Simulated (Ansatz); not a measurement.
Runs of Ansatz 0.2.0 on I. It takes space group I4/mmm (No. 139, tetragonal). Conventional cell: a = 3.235 Å, b = 3.235 Å, c = 8.530 Å, α = 90.00°, β = 90.00°, γ = 90.00°. Around I (site symmetry 4/mmm) lie 4 I at 3.23 Å. 

```csv
level,cutoff (eV),gap on the mesh (eV),pressure (GPa),relaxed volume (Å³/atom)
BLYP,420,none,0.0,74.83
RPBE,420,none,0.0,(b)
PBEsol,420,none,0.0,37.46
r2SCAN,500,none,0.0,40.65
revPBE,420,none,0.0,(a)
LDA,420,none,0.0,35.21
```

Alike in all rows: task relaxation of cell and atoms; potentials or basis Ansatz PAW; no spin polarisation; cell relaxed; k mesh 11 × 11 × 11; smearing fermi-dirac 0.05 eV.

Question: Estimate the missing entries.

Answer: (a) 64.08; (b) 61.15.

Caveats: the plane-wave basis is chosen anew once the cell has moved, so the energies of steps on either side of that aren't comparable; an odd number of electrons without spin polarisation forces a metal; a magnetic or distorted state may lie lower; the PAW data sets come from PBE, with cores solved anew for the run's functional, which leaves a small shift of forces and pressure; the volume moved by over 15 % at a fixed basis, so the end points are rough (some runs).

A k mesh can miss the band edges, and the runs leave out spin-orbit coupling on I.

A gap of «none» marks a metal or a gap under the smearing width.

Runs at the PBE level aren't shown here.
